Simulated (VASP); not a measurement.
# SnTe (Pm-3m) in VASP: further runs

Runs on SnTe. Level: LDA. Tasks: single point.

Program: VASP 6.6.1. These are calculated values, not measurements. Logs are shortened: lines on timing, memory, paths and dates and some standing lists are left out, and cuts for length are marked.

## (1) The structure

Symmetry: Pm-3m, No. 221, cubic system. Conventional cell: a = 3.905 Å, b = 3.905 Å, c = 3.905 Å, α = 90.00°, β = 90.00°, γ = 90.00°. Te (site symmetry m-3m) has 8 Sn at 3.38 Å as nearest neighbours. Sn (site symmetry m-3m) has 8 Te at 3.38 Å as nearest neighbours.

Measurements of this composition are mostly on another form, of space group No. 225.

## (2) Single point, LDA

Input file INCAR:

```
SYSTEM = SnTe
ADDGRID = .False.
ALGO = Normal
EDIFF = 1E-6
ENCUT = 350
GGA = CA
ISIF = 2
ISMEAR = 0
LASPH = .True.
LCHARG = .False.
LREAL = .False.
LWAVE = .False.
NELM = 100
PREC = Accurate
SIGMA = 0.05
```

Input file KPOINTS:

```
k-points
0
Gamma
  5 5 5
  0 0 0
```

Input file POSCAR:

```
SnTe
1.0
    3.9047000000      0.0000000000      0.0000000000
    0.0000000000      3.9047000000      0.0000000000
    0.0000000000      0.0000000000      3.9047000000
Te Sn
1 1
Direct
    0.5000000000      0.5000000000      0.5000000000
    0.0000000000      0.0000000000      0.0000000000
```

Potentials or basis: VASP PAW LDA potentials, release 64 (Te, Sn_d).

Run with:

```console
cat potpaw_LDA.64/Te/POTCAR potpaw_LDA.64/Sn_d/POTCAR > POTCAR
mpirun -np 1 vasp_std > vasp.out
```

OUTCAR:

```text
SYSTEM = SnTe
   EDIFF = 1E-6
   ENCUT = 350
   GGA = CA
   ISIF = 2
   ISMEAR = 0
   LASPH = .True.
   LREAL = .False.
   NELM = 100
   PREC = Accurate

 Found     10 irreducible k-points:

 Following reciprocal coordinates:
            Coordinates               Weight
  0.000000  0.000000  0.000000      1.000000
  0.200000  0.000000  0.000000      6.000000
  0.400000  0.000000  0.000000      6.000000
  0.200000  0.200000  0.000000     12.000000
  0.400000  0.200000  0.000000     24.000000
  0.400000  0.400000  0.000000     12.000000
   k-points           NKPTS =     10   k-points in BZ     NKDIM =     10   number of bands    NBANDS=     14
   number of dos      NEDOS =    301   number of ions     NIONS =      2
   total plane-waves  NPLWV =  13824
   dimension x,y,z NGX =    24 NGY =   24 NGZ =   24
   dimension x,y,z NGXF=    48 NGYF=   48 NGZF=   48
   ions per type =               1   1
   NGX,Y,Z   is equivalent  to a cutoff of  10.22, 10.22, 10.22 a.u.
   NGXF,Y,Z  is equivalent  to a cutoff of  20.44, 20.44, 20.44 a.u.
 SYSTEM =  SnTe
   PREC   = accura    normal or accurate (medium, high low for compatibility)
   ISTART =      0    job   : 0-new  1-cont  2-samecut
   ICHARG =      2    charge: 1-file 2-atom 10-const
   ISPIN  =      1    spin polarized calculation?
   LNONCOLLINEAR =      F non collinear calculations
   LSORBIT =      F    spin-orbit coupling
   LASPH  =      T    aspherical Exc in radial PAW
   ENCUT  =  350.0 eV  25.72 Ry    5.07 a.u.   5.96  5.96  5.96*2*pi/ulx,y,z
   NELM   =    100;   NELMIN=  2; NELMDL= -5     # of ELM steps
   EDIFF  = 0.1E-05   stopping-criterion for ELM
   LREAL  =      F    real-space projection
   EDIFFG = 0.1E-04   stopping-criterion for IOM
   NSW    =      0    number of steps for IOM
   IBRION =     -1    ionic relax: 0-MD 1-quasi-New 2-CG
   NFREE  =      0    steps in history (QN), initial steepest desc. (CG)
   ISIF   =      2    stress and relaxation
   ISYM   =      2    0-nonsym 1-usesym 2-fastsym
   POTIM  = 0.5000    time-step for ionic-motion
   TEBEG  =    0.0;   TEEND  =   0.0 temperature during run
   PSTRESS=    0.0 pullay stress
   NELECT =      20.0000    total number of electrons
   NUPDOWN=      -1.0000    fix difference up-down
   EMIN   =  10.00;   EMAX   =-10.00  energy-range for DOS
   EFERMI =   0.00;   METHOD = LEGACY
   ISMEAR =     0;   SIGMA  =   0.05  broadening in eV -4-tet -1-fermi 0-gaus
   EFERMI_NEDOS =   21; number of points for ismear=-14 and -15
   IALGO  =     38    algorithm
   IMIX   =      4    mixing-type and parameters
     AMIX     =   0.40;   BMIX     =  1.00
     AMIX_MAG =   1.60;   BMIX_MAG =  1.00
  volume/ion in A,a.u.               =      29.77       200.88
  Fermi-wavevector in a.u.,A,eV,Ry     =   1.138057  2.150615 17.621893  1.295173
  Thomas-Fermi vector in A             =   2.274761
   LORBIT       =      0    0 simple, 1 ext, 2 COOP (PROOUT), +10 PAW based schemes
   GGA     = CA    functional components
   LHFCALC =     F    Hartree Fock is set to
   AEXX    =    0.0000 exact exchange contribution
   IVDW    =     0    specifies the selected vdW correction
   LEPSILON=     F    determine dielectric tensor
   LRPA    =     F    only Hartree local field effects (RPA)
 non-spin polarized calculation
 Gauss-broadening in eV      SIGMA  =   0.05
  energy-cutoff  :      350.00
  volume of cell :       59.53
 maximum number of plane-waves:       904
 NGX is ok and might be reduce to    24
   NGX = 11   NGY = 11   NGZ = 11

 number of electron      20.0000026 magnetization

 Free energy of the ion-electron system (eV)
  ---------------------------------------------------
  ext. energy  EPLUGINS =         0.00000000
  ---------------------------------------------------
  free energy    TOTEN  =        -8.34560569 eV

  energy without entropy =       -8.34321392  energy(sigma->0) =       -8.34440980

 E-fermi :   6.9309     XC(G=0): -10.0882

 val. band max:        6.6911886928   @ k =   0.2000   0.2000   0.0000
 cond. band min:       6.9365244942   @ k =   0.2000   0.2000   0.2000
 fundamental gap:      0.2453358015
 Fermi energy:         6.9309135584

 k-point     1 :       0.0000    0.0000    0.0000
  band No.  band energies     occupation
      1     -14.6643      2.00000
      2     -14.6643      2.00000
      3     -14.6278      2.00000
      4     -14.6278      2.00000
      5     -14.6278      2.00000
      6      -5.4895      2.00000
      7       1.4122      2.00000
      8       5.1184      2.00000
      9       5.1184      2.00000
     10       5.1184      2.00000
     11      10.4699      0.00000
     12      10.4699      0.00000
     13      12.0856      0.00000
     14      12.0856      0.00000

 k-point     2 :       0.2000    0.0000    0.0000
  band No.  band energies     occupation
      1     -14.6638      2.00000
      2     -14.6529      2.00000
      3     -14.6314      2.00000
      4     -14.6314      2.00000
      5     -14.6277      2.00000
      6      -5.1867      2.00000
      7       0.4991      2.00000
      8       5.1640      2.00000
      9       5.4764      2.00000
     10       5.4764      2.00000
     11      10.2697      0.00000
     12      10.8090      0.00000
     13      11.0764      0.00000
     14      11.0764      0.00000

 k-point     3 :       0.4000    0.0000    0.0000
  band No.  band energies     occupation
      1     -14.6629      2.00000
      2     -14.6373      2.00000
      3     -14.6373      2.00000
      4     -14.6345      2.00000
      5     -14.6270      2.00000
      6      -4.4858      2.00000
      7      -1.0547      2.00000
      8       6.0683      2.00000
      9       6.3534      2.00000
     10       6.3534      2.00000
     11       7.8890      0.00000
     12       9.3387      0.00000
     13       9.3387      0.00000
     14      11.7949      0.00000

 k-point     4 :       0.2000    0.2000    0.0000
  band No.  band energies     occupation
      1     -14.6579      2.00000
      2     -14.6469      2.00000
      3     -14.6357      2.00000
      4     -14.6313      2.00000
      5     -14.6308      2.00000
      6      -4.8950      2.00000
      7       0.2515      2.00000
      8       3.6795      2.00000
      9       5.8040      2.00000
     10       6.6912      2.00000
     11       8.3833      0.00000
     12      10.6641      0.00000
     13      11.3538      0.00000
     14      12.2293      0.00000

 k-point     5 :       0.4000    0.2000    0.0000
  band No.  band energies     occupation
      1     -14.6554      2.00000
      2     -14.6428      2.00000
      3     -14.6368      2.00000
      4     -14.6303      2.00000
      5     -14.6300      2.00000
      6      -4.2385      2.00000
      7      -0.7407      2.00000
      8       3.7899      2.00000
      9       5.5844      2.00000
     10       6.5700      2.00000
     11       8.4097      0.00000
     12       9.5484      0.00000
     13      10.2057      0.00000
     14      13.3041      0.00000

 k-point     6 :       0.4000    0.4000    0.0000
  band No.  band energies     occupation
      1     -14.6515      2.00000
      2     -14.6480      2.00000
      3     -14.6357      2.00000
      4     -14.6355      2.00000
      5     -14.6176      2.00000
      6      -3.7337      2.00000
      7      -0.0898      2.00000
      8       2.2838      2.00000
      9       3.2825      2.00000
     10       6.9920      0.08406
     11       9.7101      0.00000
     12       9.9020      0.00000
     13      10.6811      0.00000
     14      13.3276      0.00000

 [... further k-points ...]

------------------------ aborting loop because EDIFF is reached ----------------------------------------

  FORCE on cell =-STRESS in cart. coord.  units (eV):
  Direction    XX          YY          ZZ          XY          YZ          ZX
  --------------------------------------------------------------------------------------
  -------------------------------------------------------------------------------------
  Total       -1.6262702     -1.6262702     -1.6262702      0.0000000      0.0000000     -0.0000000
  in kB      -43.7663447    -43.7663447    -43.7663447      0.0000000      0.0000000     -0.0000000
  external PRESSURE =     -43.7663447 kB  Pullay stress =       0.0000000 kB

 VOLUME and BASIS-vectors are now :
 -----------------------------------------------------------------------------
  energy-cutoff  :      350.00
  volume of cell :       59.53
      direct lattice vectors                 reciprocal lattice vectors
     3.904700000  0.000000000  0.000000000     0.256101621  0.000000000  0.000000000
     0.000000000  3.904700000  0.000000000     0.000000000  0.256101621  0.000000000
     0.000000000  0.000000000  3.904700000     0.000000000  0.000000000  0.256101621

 POSITION                                       TOTAL-FORCE (eV/Angst)
 -----------------------------------------------------------------------------------
      1.95235      1.95235      1.95235         0.000000      0.000000      0.000000
      0.00000      0.00000      0.00000         0.000000      0.000000      0.000000
 -----------------------------------------------------------------------------------
    total drift:                               -0.000000      0.000000      0.000000

  FREE ENERGIE OF THE ION-ELECTRON SYSTEM (eV)
  ---------------------------------------------------
  free  energy   TOTEN  =        -8.3456056850 eV

  energy  without entropy=       -8.3432139175  energy(sigma->0) =       -8.34440980
```

Wall time 3.3 s (1 thread of AMD EPYC 9R14 (Zen 4), shared host); peak memory 0.09 GiB.

These settings aren't checked as converged: the numbers below hold their error.

What came out:

```yaml
Free_energy: -8.3456 eV
Pressure: -4.4 GPa
Band_gap_on_the_k_mesh: none (metal or under the smearing width)
```

(Part 1 of 2 ends here.)
